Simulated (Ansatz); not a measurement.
RbCl (Fm-3m) from LDA to hybrids

All numbers come from Ansatz. No magnetic order and no zero-point or thermal motion.

A 2-atom cell of RbCl started from a crystallographic database, relaxed with r2SCAN. Around Rb lie 6 Cl at 3.31 Å; around Cl lie 6 Rb at 3.31 Å.

Space group Fm-3m (No. 225). a = 6.611 Å, b = 6.611 Å, c = 6.611 Å, α = 90.00°, β = 90.00°, γ = 90.00°
```tsv
atom	site	symmetry	x	y	z
Rb	4a	m-3m	0.0000	0.0000	0.0000
Cl	4b	m-3m	0.5000	0.0000	0.0000
```

Relaxed lattice by functional, symmetry kept:

| functional | k mesh | a (Å) | volume (Å³/atom) |
| --- | --- | --- | --- |
| PBE | 6×6×6 | 6.698 | 37.57 |
| r2SCAN | 6×6×6 | 6.611 | 36.12 |
| PBEsol | 6×6×6 | 6.544 | 35.04 |
| LDA | 6×6×6 | 6.378 | 32.43 |
| HSE06 | 4×4×4 | 6.659 | 36.90 |

Band edges at fixed r2SCAN geometry:
```csv
level,k mesh,gap (eV),kind,edges,least direct gap (eV),rough cost
LDA,6×6×6,4.51,direct,Γ,4.51,1.1 core-seconds
PBE,6×6×6,4.96,direct,Γ,4.96,1.9 core-seconds
PBE+SOC,6×6×6,4.91,direct,Γ,4.91,7 core-seconds
r2SCAN,6×6×6,5.56,direct,Γ,5.56,4 core-seconds
r2SCANh,4×4×4,6.25,direct,Γ,6.25,40 core-seconds
HSE06,4×4×4,6.25,direct,Γ,6.25,28 core-seconds
HSE06+SOC,4×4×4,6.20,direct,Γ,6.20,120 core-seconds
DDH-PBE0,4×4×4,8.49,direct,Γ,8.49,40 core-seconds
PBE0,4×4×4,6.99,direct,Γ,6.99,28 core-seconds
Hartree-Fock,4×4×4,13.07,direct,Γ,13.07,30 core-seconds
"G0W0@PBE (215 empty bands, 120 eV, 4×4×4)",4×4×4,7.57,–,Γ (mesh),–,50 core-seconds
"G0W0@PBE (535 empty bands, 220 eV, 4×4×4)",4×4×4,7.72,–,Γ (mesh),–,8 core-minutes
```
PBE: smearing of 0.02 eV; the others have fixed occupations.
Wave cutoffs: 420 eV, 500 eV (r2SCAN, r2SCANh).
The G0W0 gap is PBE's gap over the path plus the quasiparticle shift read on the mesh. The G0W0 figures hold for the stated bands, cutoff and mesh and aren't extrapolated.
Costs come from shared machines and give only the order; PBE's includes the band path.

HSE06 gives a direct gap of 6.25 eV at Γ. Spin-orbit coupling changes the PBE gap by -0.04 eV, to 4.91 eV; at Γ the threefold valence level splits into a fourfold and a twofold level 0.13 eV apart, the fourfold one on top. Spin-orbit coupling changes the HSE06 gap by -0.05 eV, to 6.20 eV; at Γ the threefold valence level splits into a fourfold and a twofold level 0.14 eV apart, the fourfold one on top.

r2SCAN covers 46 % of the step from PBE to HSE06, while HSE06 needs about 8 times r2SCAN's cost (on a coarser mesh). For gaps to 0.1 eV, spin-orbit coupling (up to 0.05 eV here) can be left out. Among these functionals the gap stays direct.

r2SCAN (ground state on 6×6×6): The electronic dielectric tensor ε∞ is 2.24 in all directions. Born charges, averaged over directions: Rb +1.15, Cl -1.15 e. PBE (ground state on 6×6×6): The clamped-ion dielectric constant comes out as 2.32 in all directions. Born charges, averaged over directions: Rb +1.17, Cl -1.17 e.

Only the levels marked +SOC include spin-orbit coupling.

The meshes of the hybrids are coarse, so their gaps aren't converged to the digits shown.
